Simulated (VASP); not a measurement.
# BAs (F-43m) in VASP: a series of runs

The runs below take BAs through single point, relaxation of cell and atoms, with PBEsol.

All numbers are computed with VASP 6.6.1; they aren't measurements. Logs are shortened: lines on timing, memory, paths and dates and some standing lists are left out, and cuts for length are marked.

## 1. Starting point

It takes space group F-43m (No. 216, cubic). The conventional cell has a = 4.768 Å, b = 4.768 Å, c = 4.768 Å, α = 90.00°, β = 90.00°, γ = 90.00°. B (site symmetry -43m) has 4 As at 2.06 Å as nearest neighbours. As (site symmetry -43m) has 4 B at 2.06 Å as nearest neighbours.

The cell was built by a generator and needn't be a form met in nature.

## 2. Single point, PBEsol

INCAR

```
SYSTEM = BAs
ALGO = Normal
EDIFF = 1E-7
ENCUT = 520
GGA = PS
ISIF = 2
ISMEAR = 0
LASPH = .TRUE.
LCHARG = .FALSE.
LREAL = .FALSE.
LWAVE = .FALSE.
NBANDS = 11
NELM = 100
PREC = Accurate
SIGMA = 0.02
```

KPOINTS

```
k-points
0
G
  10 10 10
  0 0 0
```

POSCAR

```
BAs
1.0
    0.0000000000      2.3838624930      2.3838624930
    2.3838624930      0.0000000000      2.3838624930
    2.3838624930      2.3838624930      0.0000000000
B As
1 1
Direct
    0.0000000000      0.0000000000      0.0000000000
    0.2500000000      0.2500000000      0.2500000000
```

Potentials or basis: VASP PAW PBE potentials, release 64 (B, As).

Started as:

```console
> cat potpaw_PBE.64/B/POTCAR potpaw_PBE.64/As/POTCAR > POTCAR
> mpirun -np 1 vasp_std > vasp.out
```

OUTCAR:

```text
SYSTEM = BAs
   EDIFF = 1E-7
   ENCUT = 520
   GGA = PS
   ISIF = 2
   ISMEAR = 0
   LASPH = .TRUE.
   LREAL = .FALSE.
   NELM = 100
   PREC = Accurate

 ion  position               nearest neighbor table
   1  0.000  0.000  0.000-   2 2.06   2 2.06   2 2.06   2 2.06
   2  0.250  0.250  0.250-   1 2.06   1 2.06   1 2.06   1 2.06

  LATTYP: Found a face centered cubic cell.
 ALAT       =     4.7677249860

  Lattice vectors:

 A1 = (   0.0000000000,   2.3838624930,   2.3838624930)
 A2 = (   2.3838624930,   0.0000000000,   2.3838624930)
 A3 = (   2.3838624930,   2.3838624930,   0.0000000000)

Analysis of symmetry for initial positions (statically):
=====================================================================
 Subroutine PRICEL returns:
 Original cell was already a primitive cell.

 Routine SETGRP: Setting up the symmetry group for a
 face centered cubic supercell.

 Subroutine GETGRP returns: Found 24 space group operations
 (whereof 24 operations were pure point group operations)
 out of a pool of 48 trial point group operations.

The static configuration has the point symmetry T_d .

Analysis of symmetry for dynamics (positions and initial velocities):
=====================================================================
 Subroutine PRICEL returns:
 Original cell was already a primitive cell.

 Routine SETGRP: Setting up the symmetry group for a
 face centered cubic supercell.

 Subroutine GETGRP returns: Found 24 space group operations
 (whereof 24 operations were pure point group operations)
 out of a pool of 48 trial point group operations.

The dynamic configuration has the point symmetry T_d .

 Subroutine INISYM returns: Found 24 space group operations
 (whereof 24 operations are pure point group operations),
 and found     1 'primitive' translations

----------------------------------------------------------------------------------------

                                     Primitive cell

  volume of cell :      27.0940

  direct lattice vectors                    reciprocal lattice vectors
     0.000000000  2.383862493  2.383862493    -0.209743641  0.209743641  0.209743641
     2.383862493  0.000000000  2.383862493     0.209743641 -0.209743641  0.209743641
     2.383862493  2.383862493  0.000000000     0.209743641  0.209743641 -0.209743641

  length of vectors
     3.371290668  3.371290668  3.371290668     0.363286644  0.363286644  0.363286644

  position of ions in fractional coordinates (direct lattice)
     0.000000000  0.000000000  0.000000000
[... 88 lines left out ...]
   PSTRESS=    0.0 pullay stress
   NELECT =       8.0000    total number of electrons
   NUPDOWN=      -1.0000    fix difference up-down
   EMIN   =  10.00;   EMAX   =-10.00  energy-range for DOS
   EFERMI =   0.00;   METHOD = LEGACY
   ISMEAR =     0;   SIGMA  =   0.02  broadening in eV -4-tet -1-fermi 0-gaus
   EFERMI_NEDOS =   21; number of points for ismear=-14 and -15
   IALGO  =     38    algorithm
   IMIX   =      4    mixing-type and parameters
     AMIX     =   0.40;   BMIX     =  1.00
     AMIX_MAG =   1.60;   BMIX_MAG =  1.00
  volume/ion in A,a.u.               =      13.55        91.42
  Fermi-wavevector in a.u.,A,eV,Ry     =   1.090135  2.060056 16.169087  1.188394
  Thomas-Fermi vector in A             =   2.226353
   LORBIT       =      0    0 simple, 1 ext, 2 COOP (PROOUT), +10 PAW based schemes
   GGA     = PS    functional components
   LHFCALC =     F    Hartree Fock is set to
   AEXX    =    0.0000 exact exchange contribution
   IVDW    =     0    specifies the selected vdW correction
   LEPSILON=     F    determine dielectric tensor
   LRPA    =     F    only Hartree local field effects (RPA)
 non-spin polarized calculation
 Gauss-broadening in eV      SIGMA  =   0.02
  energy-cutoff  :      520.00
  volume of cell :       27.09
 maximum number of plane-waves:       745
 NGX is ok and might be reduce to    28
   NGX = 13   NGY = 13   NGZ = 13

 number of electron       8.0000000 magnetization

 Free energy of the ion-electron system (eV)
  ---------------------------------------------------
  ext. energy  EPLUGINS =         0.00000000
  ---------------------------------------------------
  free energy    TOTEN  =       -12.20336982 eV

  energy without entropy =      -12.20336982  energy(sigma->0) =      -12.20336982

 E-fermi :   6.2837     XC(G=0): -10.7558

 val. band max:        6.1083646969   @ k =   0.0000   0.0000   0.0000
 cond. band min:       7.1785553797   @ k =   0.4000   0.4000   0.0000
 fundamental gap:      1.0701906828
 Fermi energy:         6.2837242040

 k-point     1 :       0.0000    0.0000    0.0000
  band No.  band energies     occupation
      1      -9.3821      2.00000
      2       6.1084      2.00000
      3       6.1084      2.00000
      4       6.1084      2.00000
      5       9.3555      0.00000
      6       9.3555      0.00000
      7       9.3555      0.00000
      8      10.8642      0.00000
      9      15.4837      0.00000
     10      19.0631      0.00000
     11      19.0631      0.00000
[... 309 lines left out ...]
 k-point    24 :       0.4000    0.3000    0.0000
  band No.  band energies     occupation
      1      -6.7162      2.00000
      2      -0.3681      2.00000
      3       2.0743      2.00000
      4       2.5779      2.00000
      5       7.7119      0.00000
      6       9.4021      0.00000
      7      14.9522      0.00000
      8      15.1877      0.00000
      9      18.1477      0.00000
     10      21.8671      0.00000
     11      21.9894      0.00000

 [... further k-points ...]

------------------------ aborting loop because EDIFF is reached ----------------------------------------

  FORCE on cell =-STRESS in cart. coord.  units (eV):
  Direction    XX          YY          ZZ          XY          YZ          ZX
  --------------------------------------------------------------------------------------
  -------------------------------------------------------------------------------------
  Total        0.1508128      0.1508128      0.1508128      0.0000000      0.0000000      0.0000000
  in kB        8.9181597      8.9181597      8.9181597      0.0000000      0.0000000      0.0000000
  external PRESSURE =       8.9181597 kB  Pullay stress =       0.0000000 kB

 VOLUME and BASIS-vectors are now :
 -----------------------------------------------------------------------------
  energy-cutoff  :      520.00
  volume of cell :       27.09
      direct lattice vectors                 reciprocal lattice vectors
     0.000000000  2.383862493  2.383862493    -0.209743641  0.209743641  0.209743641
     2.383862493  0.000000000  2.383862493     0.209743641 -0.209743641  0.209743641
     2.383862493  2.383862493  0.000000000     0.209743641  0.209743641 -0.209743641

 POSITION                                       TOTAL-FORCE (eV/Angst)
 -----------------------------------------------------------------------------------
      0.00000      0.00000      0.00000         0.000000      0.000000      0.000000
      1.19193      1.19193      1.19193        -0.000000     -0.000000     -0.000000
 -----------------------------------------------------------------------------------
    total drift:                               -0.000000     -0.000000     -0.000000

  FREE ENERGIE OF THE ION-ELECTRON SYSTEM (eV)
  ---------------------------------------------------
  free  energy   TOTEN  =       -12.2033698218 eV

  energy  without entropy=      -12.2033698218  energy(sigma->0) =      -12.20336982
```

stdout:

```text
POSCAR found type information on POSCAR B As
 POSCAR found :  2 types and       2 ions
 scaLAPACK will be used
 -----------------------------------------------------------------------------
|                                                                             |
|                                                                             |
|     You enforced a specific xc type in the INCAR file but a different       |
|     I HOPE YOU KNOW WHAT YOU ARE DOING!                                     |
|                                                                             |
 -----------------------------------------------------------------------------

 LDA part: xc-table for (Slater+PW92), standard interpolation
 POSCAR, INCAR and KPOINTS ok, starting setup
 FFT: planning ... GRIDC
 FFT: planning ... GRID_SOFT
 FFT: planning ... GRID
 WAVECAR not read
 entering main loop
```

It took 10 s on 1 thread of AMD EPYC 9R14 (Zen 4), shared host; peak memory 0.13 GiB.

Results:

```
Free energy            : -12.2034 eV
Pressure               : 0.9 GPa
Band gap on the k mesh : 1.07 eV, indirect (least direct gap 3.25 eV)
```

Levels at points of the mesh, in eV from the valence-band top:
| k point | band 2 | band 3 | band 4 | band 5 | band 6 | band 7 |
| --- | --- | --- | --- | --- | --- | --- |
| (0.00, 0.00, 0.00) | 0.00 | 0.00 | 0.00 | 3.25 | 3.25 | 3.25 |
| (0.50, 0.00, 0.00) | -8.88 | -1.84 | -1.84 | 2.69 | 4.73 | 4.73 |
| (0.50, 0.50, 0.00) | -8.57 | -4.13 | -4.13 | 1.31 | 1.33 | 11.40 |

Caveat: the PAW data sets were made with another functional, which shifts forces and pressure a little. As with any semilocal functional, this PBEsol gap is likely too small.

## 3. Relaxation of cell and atoms, PBEsol

INCAR

```
SYSTEM = BAs
ALGO = Normal
EDIFF = 1E-7
EDIFFG = -0.002
ENCUT = 600
GGA = PS
IBRION = 2
ISIF = 3
ISMEAR = 0
LASPH = .TRUE.
LCHARG = .FALSE.
LREAL = .FALSE.
LWAVE = .FALSE.
NELM = 100
NSW = 100
PREC = Accurate
SIGMA = 0.02
```

KPOINTS is that of step 2.

POSCAR

```
BAs
1.0
    0.0000000000      2.3850000000      2.3850000000
    2.3850000000      0.0000000000      2.3850000000
    2.3850000000      2.3850000000      0.0000000000
B As
1 1
Direct
    0.0000000000      0.0000000000      0.0000000000
    0.2500000000      0.2500000000      0.2500000000
```

Potentials or basis: VASP PAW PBE potentials, release 64 (B, As).

Started as:

```console
> cat potpaw_PBE.64/B/POTCAR potpaw_PBE.64/As/POTCAR > POTCAR
> mpirun -np 1 vasp_std > vasp.out
```

OUTCAR:

```text
SYSTEM = BAs
   EDIFF = 1E-7
   EDIFFG = -0.002
   ENCUT = 600
   GGA = PS
   IBRION = 2
   ISIF = 3
   ISMEAR = 0
   LASPH = .TRUE.
   LREAL = .FALSE.
   NELM = 100
   NSW = 100
   PREC = Accurate

 ion  position               nearest neighbor table
   1  0.000  0.000  0.000-   2 2.07   2 2.07   2 2.07   2 2.07
   2  0.250  0.250  0.250-   1 2.07   1 2.07   1 2.07   1 2.07

  LATTYP: Found a face centered cubic cell.
 ALAT       =     4.7700000000

  Lattice vectors:

 A1 = (   0.0000000000,   2.3850000000,   2.3850000000)
 A2 = (   2.3850000000,   0.0000000000,   2.3850000000)
 A3 = (   2.3850000000,   2.3850000000,   0.0000000000)

Analysis of symmetry for initial positions (statically):
=====================================================================
 Subroutine PRICEL returns:
 Original cell was already a primitive cell.

 Routine SETGRP: Setting up the symmetry group for a
 face centered cubic supercell.

 Subroutine GETGRP returns: Found 24 space group operations
 (whereof 24 operations were pure point group operations)
 out of a pool of 48 trial point group operations.

The static configuration has the point symmetry T_d .

Analysis of symmetry for dynamics (positions and initial velocities):
=====================================================================
 Subroutine PRICEL returns:
[... 229 lines left out ...]
--------------------------------------- Ionic step        3  -------------------------------------------

 number of electron       8.0000000 magnetization

 Free energy of the ion-electron system (eV)
  ---------------------------------------------------
  ext. energy  EPLUGINS =         0.00000000
  ---------------------------------------------------
  free energy    TOTEN  =       -12.20475301 eV

  energy without entropy =      -12.20475301  energy(sigma->0) =      -12.20475301

 E-fermi :   6.1548     XC(G=0): -10.7296

 val. band max:        6.0398472883   @ k =   0.0000   0.0000   0.0000
 cond. band min:       7.1164962668   @ k =   0.4000   0.4000   0.0000
 fundamental gap:      1.0766489785
 Fermi energy:         6.1548067384

 k-point     1 :       0.0000    0.0000    0.0000
  band No.  band energies     occupation
      1      -9.3938      2.00000
      2       6.0398      2.00000
      3       6.0398      2.00000
      4       6.0398      2.00000
      5       9.2793      0.00000
      6       9.2793      0.00000
      7       9.2793      0.00000
      8      10.7177      0.00000
[... 243 lines left out ...]
 k-point    24 :       0.4000    0.3000    0.0000
  band No.  band energies     occupation
      1      -6.7448      2.00000
      2      -0.4196      2.00000
      3       2.0317      2.00000
      4       2.5320      2.00000
      5       7.6467      0.00000
      6       9.3321      0.00000
      7      14.8394      0.00000
      8      15.0785      0.00000

 [... further k-points ...]

------------------------ aborting loop because EDIFF is reached ----------------------------------------

  FORCE on cell =-STRESS in cart. coord.  units (eV):
  Direction    XX          YY          ZZ          XY          YZ          ZX
  --------------------------------------------------------------------------------------
  -------------------------------------------------------------------------------------
  Total        0.0014046      0.0014046      0.0014046     -0.0000000     -0.0000000      0.0000000
  in kB        0.0825509      0.0825509      0.0825509     -0.0000000     -0.0000000      0.0000000
  external PRESSURE =       0.0825509 kB  Pullay stress =       0.0000000 kB
[... 17 lines left out ...]
  FREE ENERGIE OF THE ION-ELECTRON SYSTEM (eV)
  ---------------------------------------------------
  free  energy   TOTEN  =       -12.2047530110 eV

  energy  without entropy=      -12.2047530110  energy(sigma->0) =      -12.20475301

 reached required accuracy - stopping structural energy minimisation
```

OSZICAR:

```text
N       E                     dE             d eps       ncg     rms          rms(c)
DAV:   1     0.164084609859E+02    0.16408E+02   -0.44270E+03   752   0.101E+03
DAV:   2    -0.124207621580E+02   -0.28829E+02   -0.27846E+02  1136   0.116E+02
DAV:   3    -0.128201829242E+02   -0.39942E+00   -0.39942E+00   840   0.184E+01
DAV:   4    -0.128207678350E+02   -0.58491E-03   -0.58491E-03  1152   0.779E-01
[... 19 lines left out ...]
DAV:   1    -0.122048738021E+02   -0.27263E-03   -0.38291E-03   880   0.472E-01    0.601E-02
DAV:   2    -0.122047820729E+02    0.91729E-04   -0.15247E-04   800   0.762E-02    0.290E-02
DAV:   3    -0.122047544635E+02    0.27609E-04   -0.64030E-05   856   0.446E-02    0.974E-03
DAV:   4    -0.122047529924E+02    0.14711E-05   -0.35018E-06   984   0.124E-02    0.553E-03
DAV:   5    -0.122047530110E+02   -0.18595E-07   -0.24220E-07   736   0.332E-03
   3 F= -.12204753E+02 E0= -.12204753E+02  d E =-.270800E-03
```

CONTCAR:

```text
BAs
   1.00000000000000
     0.0000000000000000    2.3887663020772743    2.3887663020772743
     2.3887663020772743    0.0000000000000000    2.3887663020772743
     2.3887663020772743    2.3887663020772743   -0.0000000000000000
  B               As
     1     1
Direct
     0.0000000000000000    0.0000000000000000    0.0000000000000000
     0.2500000000000000    0.2500000000000000    0.2500000000000000

  0.00000000E+00  0.00000000E+00  0.00000000E+00
  0.00000000E+00  0.00000000E+00  0.00000000E+00
```

Run time: 16 s. Hardware: 1 thread of AMD EPYC 9R14 (Zen 4), shared host; peak memory 0.14 GiB.

Results:

| Property | Result |
| --- | --- |
| Free energy | -12.2048 eV |
| Relaxed volume | 13.63 Å³/atom |
| Relaxed cell | a = 3.378 Å, b = 3.378 Å, c = 3.378 Å, α = 60.00°, β = 60.00°, γ = 60.00° |
| Space group after relaxing (to 0.05 Å) | F-43m (No. 216) |
| Energy gained by relaxing | 0.1 meV/atom |
| Ionic steps | 3 |
| Pressure after relaxing | 0.0 GPa |
| Band gap on the k mesh | 1.08 eV, indirect (least direct gap 3.24 eV) |

Step by step:
| step | energy change (eV) | largest force (eV/Å) | pressure (GPa) | volume (Å³) |
| --- | --- | --- | --- | --- |
| 1 | 0.0000 | 0.0000 | 0.68 | 27.13 |
| 2 | -0.0001 | 0.0000 | -0.49 | 27.36 |
| 3 | -0.0003 | 0.0000 | 0.01 | 27.26 |

Final structure:
```xyz
2
Lattice="0.0000 2.3888 2.3888 2.3888 0.0000 2.3888 2.3888 2.3888 0.0000" Properties=species:S:1:pos:R:3 pbc="T T T"
B     0.0000    0.0000    0.0000
As    1.1944    1.1944    1.1944
```

Levels at points of the mesh, in eV from the valence-band top:
| k point | band 1 | band 2 | band 3 | band 4 | band 5 | band 6 | band 7 | band 8 |
| --- | --- | --- | --- | --- | --- | --- | --- | --- |
| (0.00, 0.00, 0.00) | -15.43 | 0.00 | 0.00 | 0.00 | 3.24 | 3.24 | 3.24 | 4.68 |
| (0.50, 0.00, 0.00) | -12.55 | -8.83 | -1.83 | -1.83 | 2.65 | 4.73 | 4.73 | 8.71 |
| (0.50, 0.50, 0.00) | -11.24 | -8.53 | -4.10 | -4.10 | 1.31 | 1.34 | 11.34 | 11.34 |

Caveat: the PAW data sets were made with another functional, which shifts forces and pressure a little. A k mesh can miss the band edges.

(Continued in part 2 of 2.)
